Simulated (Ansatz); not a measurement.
**TiO2: how the settings move a single-point run**

How sensitive is a single-point run of TiO2 to its settings? A reference run comes first, then one run with altered input.

Computed with Ansatz 0.2.0 (reference: DFT, PBEsol, PAW with Ansatz's default frozen-core files, scalar-relativistic; levels and slopes on a fine mesh, independent-particle optical spectra, unless a step's input says otherwise).

### 1 The structure to begin with

Symmetry: I4_1/amd, No. 141, tetragonal system. The conventional cell has a = 3.770 Å, b = 3.770 Å, c = 9.552 Å, α = 90.00°, β = 90.00°, γ = 90.00°. Ti (site symmetry -4m2) has 6 O at 1.93 to 1.98 Å as nearest neighbours. O (site symmetry 2mm) has 3 Ti at 1.93 to 1.98 Å as nearest neighbours.

Structure file:

```cif
data_structure
_symmetry_space_group_name_H-M 'I4_1/amd:1'
_symmetry_Int_Tables_number 141
_cell_length_a 3.7698
_cell_length_b 3.7698
_cell_length_c 9.5518
_cell_angle_alpha 90.000
_cell_angle_beta 90.000
_cell_angle_gamma 90.000
_cell_volume 135.74
loop_
_atom_site_label
_atom_site_type_symbol
_atom_site_symmetry_multiplicity
_atom_site_Wyckoff_symbol
_atom_site_fract_x
_atom_site_fract_y
_atom_site_fract_z
_atom_site_occupancy
Ti1 Ti 4 a 0.00000 0.00000 0.00000 1
O1 O 8 e 0.00000 0.00000 0.20753 1
```

### 2 Baseline

File input.yaml:

```yaml
crystal:
  lattice:
    - [-1.88488857043, 1.88488857043, 4.77588139352]
    - [1.88488857043, -1.88488857043, 4.77588139352]
    - [1.88488857043, 1.88488857043, -4.77588139352]
  atoms:
    - { symbol: Ti, position: [0.0, 0.0, 0.0] }
    - { symbol: Ti, position: [0.75, 0.25, 0.5] }
    - { symbol: O, position: [0.207527218471, 0.207527218471, 0.0] }
    - { symbol: O, position: [0.957527218471, 0.457527218471, 0.5] }
    - { symbol: O, position: [0.542472781529, 0.042472781529, 0.5] }
    - { symbol: O, position: [0.792472781529, 0.792472781529, 0.0] }
kpoints:
  mp_grid: { grid: [8, 8, 8] }
scf:
  occupations: { method: fixed }
hamiltonian:
  xc: pbesol
  pseudopotentials: { kind: paw }
output:
  forces: true
  stress: true
  eigenvalues: true
  eigenstates:
    nscf_kmesh: { grid: [10, 10, 10] }
    de_dk: true
    e_range: [-9, 12.11104483448]
  optics:
    e_range: [0, 30]
    de: 0.2
    sigma: 0.25
    bands: { spectra_wanted_up_to: 30 }
    nscf_kmesh: { grid: [10, 10, 10] }
checkpoint:
  write: ck
  write_wavefunctions: false
```

Run with:

```bash
$ ansatz run input.yaml --threads 2 --pin off --max-ram 6144MiB --backend cpu --events-out ev --progress --plain --runs-dir out
```

### 3 Changed: mp_grid.grid [5, 5, 5]

Edit input.yaml of step 2 so:

```diff
@@ -13,3 +13,3 @@
 kpoints:
-  mp_grid: { grid: [8, 8, 8] }
+  mp_grid: { grid: [5, 5, 5] }
 scf:
```

**Question.** What will these runs give? Wanted: for each run, ending; energy change; pressure; gap; force.

The runs gave:

| run | ending | energy change | pressure (GPa) | gap (eV) | force (eV/Å) | cycles | time |
| --- | --- | --- | --- | --- | --- | --- | --- |
| reference | converged | 0 | 0.0 | 2.15 | 0.00 | - | 79 s |
| 1: mp_grid.grid [5, 5, 5] | converged | +0.1 meV/atom | 0.0 | 2.12 | 0.00 | 9 | 80 s |

Residual by cycle in the longest SCF loop of each run; runs are numbered as in the table. The quantity is the density residual dr2, in eV.

| cycle | reference | run 1 |
| --- | --- | --- |
| 1 | 0.134 | 0.133 |
| 2 | 0.181 | 0.179 |
| 3 | 0.00215 | 0.00225 |
| 4 | 1.0e-4 | 1.0e-4 |
| 5 | 1.2e-5 | 1.3e-5 |
| 6 | 5.1e-8 | 6.0e-8 |
| 7 | 1.5e-9 | 2.0e-9 |
| 8 | 1.7e-10 | 2.4e-10 |
| 9 | 3.8e-12 | 4.5e-12 |

Changing the k-point mesh moves the energy by +0.1 meV/atom, and the gap on the mesh goes from 2.15 to 2.12 eV. The energy is not variational in the mesh, so the sign tells nothing. A gap read on a mesh depends on which points the mesh holds, and a coarse mesh shifts the density too.

These are semilocal Kohn-Sham gaps, which aren't the measured quantity. Such gaps usually fall short of the measured ones.
